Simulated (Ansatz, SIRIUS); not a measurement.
This is a calculation of As for SIRIUS 7.10.0. The given cell was strained at random by a few per cent at fixed volume. This isn't the form of As at room conditions, which is rhombohedral.

The input sirius.json:

```json
{
  "control": {
    "processing_unit": "cpu",
    "verbosity": 2,
    "num_bands_to_print": 14,
    "print_forces": true,
    "print_stress": true
  },
  "parameters": {
    "electronic_structure_method": "pseudopotential",
    "xc_functionals": ["XC_GGA_X_PBE_SOL", "XC_GGA_C_PBE_SOL"],
    "gk_cutoff": 9.2,
    "pw_cutoff": 18.4,
    "ngridk": [10, 10, 10],
    "shiftk": [0, 0, 0],
    "smearing": "fermi_dirac",
    "smearing_width": 0.0018374661,
    "num_bands": 14,
    "num_mag_dims": 0,
    "num_dft_iter": 100,
    "energy_tol": 1e-08,
    "density_tol": 1e-06
  },
  "iterative_solver": {
    "type": "davidson",
    "min_tolerance": 1e-09,
    "tolerance_scale": [0.1, 0.25]
  },
  "mixer": {
    "type": "anderson",
    "beta": 0.7,
    "max_history": 8
  },
  "settings": {
    "tol_ne": 1e-10,
    "pseudo_grid_cutoff": 6.5
  },
  "unit_cell": {
    "lattice_vectors": [
      [0.999969866396, -0.006412624867, -0.004375447706],
      [-0.006412624867, 1.007223781596, 0.012273983174],
      [-0.004375447706, 0.012273983174, 0.986004446868]
    ],
    "lattice_vectors_scale": 5.1213896024,
    "atom_coordinate_units": "lattice",
    "atom_types": ["As"],
    "atom_files": {
      "As": "As.json"
    },
    "atoms": {
      "As": [
        [0.484351, 0.505525, 0.496375]
      ]
    }
  }
}
```

Potentials or basis: PseudoDojo 0.4.1 PBEsol standard (scalar relativistic).

The run is started by

```console
$ upf_to_json As.upf
$ OMP_NUM_THREADS=1 sirius.scf --input=sirius.json --output=out.json --task=0
```

Task: Set up the same calculation for Ansatz 0.2.0. Potentials or basis there: Ansatz PAW, cutoff 420 eV.

Result: As run (cutoffs and basis follow the program's own potentials, and thresholds, step limits or extra output files can differ):

The input input.yaml:

```yaml
crystal:
  lattice:
    - [2.710041, -0.017379, -0.011858]
    - [-0.017379, 2.7297, 0.033264]
    - [-0.011858, 0.033264, 2.672193]
  atoms:
    - { symbol: As, position: [0.484351, 0.505525, 0.496375] }
hamiltonian:
  xc: pbesol
  pseudopotentials: { kind: paw }
kpoints:
  mp_grid: { grid: [10, 10, 10] }
scf:
  occupations: { method: fermi_dirac, width: 0.05 }
output:
  forces: true
  stress: true
  eigenvalues: true
```

Potentials or basis: Ansatz PAW.

Run with:

```sh
$ ansatz run input.yaml --threads 1 --pin off --max-ram 3584MiB --backend cpu --events-out ev --progress --plain --runs-dir out
```

Both were run:

|  | SIRIUS | Ansatz |
| --- | --- | --- |
| Pressure | -1.5 GPa | -1.5 GPa |
| Energy over the undisturbed cell | 3.8 meV/atom | 3.8 meV/atom |

Ansatz's pressure holds a Pulay term of +0.03 GPa for its cutoff of 420 eV, which the other run lacks.

Ansatz's potentials were made for PBE.

Where Ansatz's input types no cutoff or centring, it takes its own default and a Γ-centred mesh.

Pressure is positive in compression.
